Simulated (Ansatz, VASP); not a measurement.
# AlN: VASP beside Ansatz

File INCAR:

```
ALGO = Normal
EDIFF = 1E-6
ENCUT = 520
GGA = PE
ISIF = 2
ISMEAR = -1
LASPH = T
LCHARG = F
LREAL = F
LWAVE = F
NBANDS = 26
NELM = 60
PREC = Accurate
SIGMA = 0.02
```

Contents of KPOINTS:

```
k-points
0
Gamma
  12 12 4
```

POSCAR

```
AlN
1.0
    3.0971630264      0.0000000000      0.0000000000
   -1.5485815132      2.6822218605      0.0000000000
    0.0000000000      0.0000000000     10.0339432529
Al N
4 4
Direct
    0.0000000000      0.0000000000     -0.0012654039
    0.3333333333      0.6666666667      0.2498392880
    0.0000000000      0.0000000000      0.4987345961
    0.6666666667      0.3333333333      0.7498392880
    0.0000000000      0.0000000000      0.1882105907
    0.3333333333      0.6666666667      0.4382155251
    0.0000000000      0.0000000000      0.6882105907
    0.6666666667      0.3333333333      0.9382155251
```

Input for Ansatz:

```yaml
crystal:
  lattice:
    - [3.0971630264, 0.0, 0.0]
    - [-1.5485815132, 2.6822218605, 0.0]
    - [0.0, 0.0, 10.0339432529]
  atoms:
    - { symbol: Al, position: [0.0, 0.0, -0.0012654039] }
    - { symbol: Al, position: [0.3333333333, 0.6666666667, 0.249839288] }
    - { symbol: Al, position: [0.0, 0.0, 0.4987345961] }
    - { symbol: Al, position: [0.6666666667, 0.3333333333, 0.749839288] }
    - { symbol: "N", position: [0.0, 0.0, 0.1882105907] }
    - { symbol: "N", position: [0.3333333333, 0.6666666667, 0.4382155251] }
    - { symbol: "N", position: [0.0, 0.0, 0.6882105907] }
    - { symbol: "N", position: [0.6666666667, 0.3333333333, 0.9382155251] }
kpoints:
  mp_grid: { grid: [12, 12, 4] }
  band_path:
    path:
      - [[0.0, 0.0, 0.0], [0.5, 1.248340164299e-16, 9.075418992916e-34], [0.3333333333333, 0.3333333333333, 8.707587459297e-34], [0.0, 0.0, 0.0], [1.917239505953e-51, 4.614793664017e-51, 0.5], [0.5, 1.248340164299e-16, 0.5], [0.3333333333333, 0.3333333333333, 0.5], [1.917239505953e-51, 4.614793664017e-51, 0.5]]
      - [[0.5, 1.248340164299e-16, 0.5], [0.5, 1.248340164299e-16, 9.075418992916e-34]]
      - [[0.3333333333333, 0.3333333333333, 0.5], [0.3333333333333, 0.3333333333333, 8.707587459297e-34]]
    npoints: 10
hamiltonian:
  xc: pbe
scf:
  occupations: { method: fermi_dirac, width: 0.02 }
  n_extra_bands: 6
output:
  forces: true
  stress: true
  eigenvalues: true
  write_density: true
  write_potential: true
  elf: true
  volumetric_format: npy
```

The cell was built by a generator and needn't be a form met in nature.

Alike in both runs: task single point; functional PBE; k mesh 12 × 12 × 4; occupations fermi-dirac, width 0.02 eV; no spin polarisation.

|  | VASP | Ansatz |
| --- | --- | --- |
| version | VASP 6.6.1 | Ansatz 0.2.0 |
| potentials or method | VASP PAW PBE potentials, release 64 (Al, N) | plane waves, PAW |
| plane-wave cutoff (eV) | 520 | 420 |
| valence electrons in the cell | 32 | 32 |

VASP gave:

| Item | Value |
| --- | --- |
| gap on the k mesh at the Fermi level (eV) | 4.04 |
| pressure (GPa) | 4.4 |
| largest component of the traceless stress (GPa) | 0.05 |

**Question.** Which values does Ansatz return?

**Answer.** gap on the k mesh at the Fermi level (eV): 4.04; pressure (GPa): 4.6; largest component of the traceless stress (GPa): 0.07.

A k mesh can miss the band edges. As with any semilocal functional, this PBE gap is likely too small.
